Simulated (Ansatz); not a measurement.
**Piezoelectric tensor of KF**

All numbers below come from Ansatz, DFT PBE, scalar-relativistic, plane waves, PAW. Cutoff 420 eV, 6×6×8 k-points (Γ-centred), fixed occupations. No spin polarisation.

Relaxed structure:
```yaml
crystal:
  lattice:
    - [3.69264, 0.00000, 0.00000]
    - [-1.84632, 3.19792, 0.00000]
    - [0.00000, 0.00000, 3.36190]
  atoms:
    - { symbol: K, position: [0.00000, 0.00000, 0.50000] }
    - { symbol: F, position: [0.66667, 0.33333, 0.00000] }
```

It was reached by relaxing an invented guess, and it needn't be the stable form of this composition.

Task: Give the relaxed-ion proper piezoelectric stress tensor e_iJ (C/m², Voigt columns xx yy zz yz xz xy).

Result:
```
x    0.000  0.000  0.000  0.000  0.000  0.183
y    0.183 -0.183  0.000  0.000  0.000  0.000
z    0.000  0.000  0.000  0.000  0.000  0.000
```
Signs follow the orientation of the cell as given.

Task: With the elastic constants (GPa, Voigt order)
C11 = 46.4, C12 = 21.6, C13 = 10.2, C22 = 46.4, C23 = 10.2, C33 = 78.5, C44 = 9.0, C55 = 9.0, C66 = 12.4 GPa; the others vanish.
find the strain coefficients d = e·C⁻¹ (pC/N).

Result:
```
x    0.0  0.0  0.0  0.0  0.0 14.8
y    7.4 -7.4  0.0  0.0  0.0  0.0
z    0.0  0.0  0.0  0.0  0.0  0.0
```
